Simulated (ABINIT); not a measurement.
**V: single point with PBE**

Crystal: V.

```xyz
2
Lattice="2.6043 0.0000 0.0000 -1.3021 2.2554 0.0000 0.0000 0.0000 4.7233" Properties=species:S:1:pos:R:3 pbc="T T T"
V     0.0087    1.5067    1.1727
V     1.2929    0.7562    3.5062
```

This isn't the form of V at room conditions, which is bcc.

The cell isn't the ideal one: atoms moved at random, drawn with an rms of 0.05 Å.

* Program: ABINIT 10.8.3 (patched build)
* Task: single point
* Functional: PBE
* Potentials or basis: JTH PAW PBE v2.0
* Cutoff: 408 eV
* k mesh: 12 × 12 × 6
* Occupations: fermi-dirac, width 0.05 eV
* Spin: collinear spin, ferromagnetic start
* Starting moments: [2.0, 2.0] μB
* Fine-grid cutoff: 816.342 eV

```json
{
 "Pressure": "0.1 GPa",
 "Largest force": "0.273 eV/Å",
 "Band gap on the k mesh": "none (metal or under the smearing width)",
 "Net moment": "0.00 μB per cell",
 "Valence electrons inside the program's atomic spheres": "V 11.23 (radii [1.1698] Å)"
}
```

Forces in eV/Å, atoms in the order of the input:
```
V    0.015  0.000 -0.273
V   -0.015  0.000  0.273
```

Stress tensor (GPa, compression positive):
```
 0.48 -0.37 -0.04
-0.37  0.43  0.00
-0.04  0.00 -0.71
```

Levels at points of the mesh, in eV from the Fermi level:
Spin up:
```
           k point  band 9  band 10  band 11  band 12  band 13  band 14  band 15  band 16  band 17  band 18
(0.00, 0.00, 0.00)   -6.86    -3.43    -0.59    -0.23     0.32     0.34     0.64     0.65     1.81     1.86
(0.50, 0.00, 0.00)   -2.92    -2.86    -2.72    -0.31    -0.17     0.30     0.62     2.96     3.51     3.62
(0.00, 0.50, 0.00)   -2.93    -2.85    -2.69    -0.36    -0.19     0.30     0.62     2.96     3.51     3.62
(0.50, 0.50, 0.00)   -2.93    -2.83    -2.66    -0.41    -0.21     0.29     0.63     2.95     3.51     3.63
(0.00, 0.00, 0.50)   -5.11    -5.07    -1.10    -0.95     0.36     0.36     0.37     0.38     2.46     2.48
(0.50, 0.00, 0.50)   -3.24    -3.22    -1.84    -1.75     1.57     1.59     1.60     1.71     3.57     3.58
(0.00, 0.50, 0.50)   -3.25    -3.23    -1.84    -1.75     1.57     1.61     1.63     1.72     3.57     3.58
(0.50, 0.50, 0.50)   -3.26    -3.24    -1.83    -1.74     1.59     1.63     1.66     1.72     3.57     3.58
```
Spin down:
```csv
k point,band 9,band 10,band 11,band 12,band 13,band 14,band 15,band 16,band 17,band 18
"(0.00, 0.00, 0.00)",-6.86,-3.43,-0.59,-0.23,0.32,0.34,0.64,0.65,1.81,1.86
"(0.50, 0.00, 0.00)",-2.92,-2.86,-2.72,-0.31,-0.17,0.30,0.62,2.96,3.51,3.62
"(0.00, 0.50, 0.00)",-2.93,-2.85,-2.69,-0.36,-0.19,0.30,0.62,2.96,3.51,3.62
"(0.50, 0.50, 0.00)",-2.93,-2.83,-2.66,-0.41,-0.21,0.29,0.63,2.95,3.51,3.63
"(0.00, 0.00, 0.50)",-5.11,-5.07,-1.10,-0.95,0.36,0.36,0.37,0.38,2.46,2.48
"(0.50, 0.00, 0.50)",-3.24,-3.22,-1.84,-1.75,1.57,1.59,1.60,1.71,3.58,3.58
"(0.00, 0.50, 0.50)",-3.25,-3.23,-1.84,-1.75,1.57,1.61,1.63,1.72,3.57,3.59
"(0.50, 0.50, 0.50)",-3.26,-3.24,-1.83,-1.74,1.59,1.63,1.66,1.72,3.57,3.58
```

Run time: 4.1 min on 1 thread of Arm Neoverse V2, with other jobs on the host, peak memory 0.3 GiB.
